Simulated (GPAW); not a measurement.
Write an ASE script for GPAW 26.7.0 that does the following.

| Item | Value |
| --- | --- |
| Task | single point |
| Functional | PBE |
| Potentials or basis | GPAW PAW data sets (gpaw-data 1.2.1) |
| Cutoff | 600 eV |
| Basis | pw |
| k mesh | 8 × 8 × 8 |
| Occupations | gaussian, width 0.02 eV |
| Spin | no spin polarisation |
| Maxiter | 150 |

Crystal: Sb.

```
Sb
1.0
     2.15420    1.24373    3.75800
    -2.15420    1.24373    3.75800
     0.00000   -2.48746    3.75800
Sb
2
Direct
  0.76651 0.76651 0.76651
  0.23349 0.23349 0.23349
```

One way to write it, as run:

run.py

```python
from ase import Atoms
from ase.dft.bandgap import bandgap
from ase.io import write
from ase.units import Bohr, GPa
from gpaw import GPAW, PW
from gpaw.elf import elf_from_dft_calculation

atoms = Atoms(['Sb', 'Sb'],
              cell=[[2.1542, 1.2437279499, 3.758],
                    [-2.1542, 1.2437279499, 3.758],
                    [0.0, -2.4874558998, 3.758]],
              scaled_positions=[[0.76651, 0.76651, 0.76651],
                                [0.23349, 0.23349, 0.23349]],
              pbc=True)

calc = GPAW(mode=PW(600),
            xc='PBE',
            kpts={'size': (8, 8, 8), 'gamma': True},
            occupations={'name': 'methfessel-paxton', 'order': 0, 'width': 0.02},
            nbands=25,
            convergence={'density': 1e-05, 'energy': 1e-05},
            maxiter=150,
            txt='gpaw.txt')
atoms.calc = calc
energy = atoms.get_potential_energy()
forces = atoms.get_forces()
stress = atoms.get_stress()
calc.write('gs.gpw')
write('result.traj', atoms)
print(f'Energy: {energy:.6f} eV')
print('Forces (eV/A):')
print(forces.round(4))
print('Stress (GPa):', (stress / GPa).round(3))
print('Fermi level:', round(calc.get_fermi_level(), 4), 'eV')
print(f'Gap: {bandgap(calc)[0]:.4f} eV, direct: {bandgap(calc, direct=True)[0]:.4f} eV')

# fields on the real-space grid
write('density.cube', atoms, data=calc.get_pseudo_density() * Bohr**3)
write('potential.cube', atoms, data=calc.get_electrostatic_potential())
write('elf.cube', atoms, data=elf_from_dft_calculation(calc).data)
```

Potentials or basis: GPAW PAW data sets (gpaw-data 1.2.1), pw.

Command:

```bash
$ OMP_NUM_THREADS=1 python run.py
```

Results of the run:

The pressure is 2.4 GPa and the largest force is 0.125 eV/Å. The band gap on the k mesh is none (metal or under the smearing width).

Wall time 67 s on 1 thread of Arm Neoverse V1, on a shared host, peak memory 0.22 GiB.
